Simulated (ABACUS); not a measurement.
Crystal: Sn.

```
CELL_PARAMETERS angstrom
-2.94014 2.94014 1.59930
2.94014 -2.94014 1.59930
2.94014 2.94014 -1.59930
ATOMIC_POSITIONS crystal
Sn 0.00000 0.00000 0.00000
Sn 0.75000 0.25000 0.50000
```

Base run:

| Quantity | Value |
| --- | --- |
| Program | ABACUS 3.10.1 |
| Functional | PBE |
| Potentials or basis | PseudoDojo NC SR 0.4.1 PBE standard |
| Cutoff | 993 eV |
| Density cutoff | 3973 eV |
| Basis | plane waves |
| k mesh | 9 × 9 × 9 |
| Occupations | fermi-dirac, width 0.05 eV |
| Spin | no spin polarisation |

Its results: band gap on the k mesh none (metal or under the smearing width); pressure 1.5 GPa.

Q: The run is repeated on the same cell with these changes: cutoff from 993 eV to 1361 eV; density cutoff from 3973 eV to 5442 eV; basis from plane waves to DZP LCAO (the cutoffs set its grid). What comes out?

A: Band gap on the k mesh none (metal or under the smearing width); pressure 2.2 GPa.

Caveats: the atomic orbitals were generated for these runs and aren't a published set (some runs); the basis of atomic orbitals isn't converged, which shifts pressures, moduli and gaps (some runs).

Not every run made on this cell is shown here.
